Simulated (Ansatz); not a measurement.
HfO$_{2}$: moving Hf off its site

HfO$_{2}$, Fm-3m, a = 5.098 Å. This isn't the usual stable structure of the compound. Ansatz: PBE, PAW, 420 eV, Γ-centred 6×6×6 mesh on 12 atoms, Gaussian smearing 0.05 eV; no spin polarisation.

```
CELL_PARAMETERS angstrom
5.09761 0.00000 0.00000
0.00000 -5.09761 0.00000
0.00000 0.00000 -5.09761
ATOMIC_POSITIONS crystal
Hf 0.00000 0.00000 0.00000
Hf 0.50000 0.50000 0.00000
Hf 0.50000 0.00000 0.50000
Hf 0.00000 0.50000 0.50000
O 0.25000 0.25000 0.25000
O 0.75000 0.75000 0.25000
O 0.75000 0.25000 0.75000
O 0.25000 0.75000 0.75000
O 0.75000 0.75000 0.75000
O 0.25000 0.25000 0.75000
O 0.25000 0.75000 0.25000
O 0.75000 0.25000 0.25000
```

Atom 1 (Hf) moves by x along the unit vector (1.000, 0.000, 0.000), with its periodic images; all else is held. y is the free energy of the cell over the start, F the force along the path summed over the moved atoms. Symmetry makes y even in x.

```tsv
x (Å)	y (meV)	F (eV/Å)
-0.4500	1603.2	7.74
-0.2250	?	?
0.0000	0.0	0.00
0.1125	89.2	-1.60
0.3375	862.8	-5.45
0.3938	1201.1	-6.58
```

**Question.** Fit y = c2 x² + c4 x⁴ to the energies of the other rows, give the force constant, and predict energy and force of the missing row.

**Answer.** Least squares on the rows shown. y = 7140.2 x² + 3850.0 x⁴. The force constant is 2 c2 = 14.3 eV/Å² (for all images moving together, not for a lone atom). The force −dy/dx at the missing row is 3.39 eV/Å (computed 3.39). At x = -0.2250 the fit asked for gives 371.3 meV. The run gave 367.9 meV, so the fit is 3.4 meV too high, a small miss on the scale of the series.

Spin–orbit coupling is left out, which can shift energies with elements as heavy as these.

Cost: 6 runs of about 4 core-minutes in all, on Intel Xeon Platinum 8259CL (Skylake/Cascade Lake) (shared hosts).